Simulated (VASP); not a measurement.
A run of VASP 6.6.1:

Contents of INCAR:

```
AGGAC = 1.0 ; AGGAX = 1.0
ALDAC = 0.0 ; ALDAX = 1.0
ALGO = Normal ; EDIFF = 1E-6
EDIFFG = -0.02 ; ENCUT = 600
GGA = B5 ; IBRION = 2
ISIF = 3 ; ISMEAR = -1
IVDW = 13 ; LASPH = True
LCHARG = False ; LREAL = False
LWAVE = False ; NELM = 60
NSW = 60 ; PREC = Accurate
SIGMA = 0.05 ; VDW_A1 = 0.44488865
VDW_A2 = 4.0933009 ; VDW_S6 = 1.0
VDW_S8 = 2.34076671
```

The input KPOINTS:

```
k-points
0
Gamma
  8 8 8
```

Contents of POSCAR:

```
PbSe
1.0
    0.0000000000      3.0606500000      3.0606500000
    3.0606500000      0.0000000000      3.0606500000
    3.0606500000      3.0606500000      0.0000000000
Pb Se
1 1
Direct
    0.0000000000      0.0000000000      0.0000000000
    0.5000000000      0.5000000000      0.5000000000
```

Potentials or basis: VASP PAW PBE potentials, release 64 (Pb_d, Se).

Launch:

```console
$ cat potpaw_PBE.64/Pb_d/POTCAR potpaw_PBE.64/Se/POTCAR > POTCAR
$ mpirun -np 1 vasp_std > vasp.out
```

Hardware: 1 thread of Intel(R) Xeon(R) Platinum 8259CL CPU @ 2.50GHz (Skylake/Cascade Lake) (shared host).

Question: Estimate the wall time of this run.

Answer: Wall time 3.6 min on 1 thread of Intel(R) Xeon(R) Platinum 8259CL CPU @ 2.50GHz (Skylake/Cascade Lake), on a shared host, peak memory 0.23 GiB. Counts: scf iterations 61, k points 29, ion steps 8.
